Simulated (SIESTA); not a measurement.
# InAs under changes of volume

One of the cells (27.489 Å³/atom); the others are scaled copies at fixed shape and fractional positions:

```
In As
1.0
     0.00000    3.01800    3.01800
     3.01800    0.00000    3.01800
     3.01800    3.01800    0.00000
In As
1 1
Direct
  0.00000 0.00000 0.00000
  0.75000 0.75000 0.75000
```

* Program: SIESTA 5.4.2
* Functional: BLYP
* Potentials or basis: PseudoDojo 0.4 standard (PBE files)
* Basis: DZP (energy shift 0.003 Ry; two zetas on semicore shells)
* Grid cutoff: 500 Ry
* Energy shift: 0.003 Ry
* k mesh: 8 × 8 × 8
* Occupations: fermi-dirac, width 0.05 eV
* Spin: no spin polarisation

| volume (Å³/atom) | energy over the lowest point (meV/atom) | pressure (GPa) |
| --- | --- | --- |
| 25.840 | 154.79 | 12.5 |
| 26.389 | 115.33 | 10.5 |
| 26.939 | 82.24 | 8.8 |
| 27.489 | ? | ? |
| 28.039 | 31.98 | 6.0 |
| 28.588 | 13.92 | 4.6 |
| 29.138 | 0.00 | 3.5 |

Problem. What does the run at 27.489 Å³/atom give?

Solution. Energy over the lowest point 54.68 meV/atom; pressure 7.3 GPa.

Worked out: A Birch-Murnaghan fit of order 3 (a polynomial in V^(-2/3)) to the other rows has no minimum within the range. It gives 54.56 meV/atom at 27.489 Å³/atom, against the run's 54.68, and -dE/dV = 7.3 GPa, against 7.3.

Energies are extrapolated to zero smearing.

Caveats: the potentials were made for another functional, which shifts forces and pressure; the basis of atomic orbitals isn't converged, which shifts pressures, moduli and gaps.
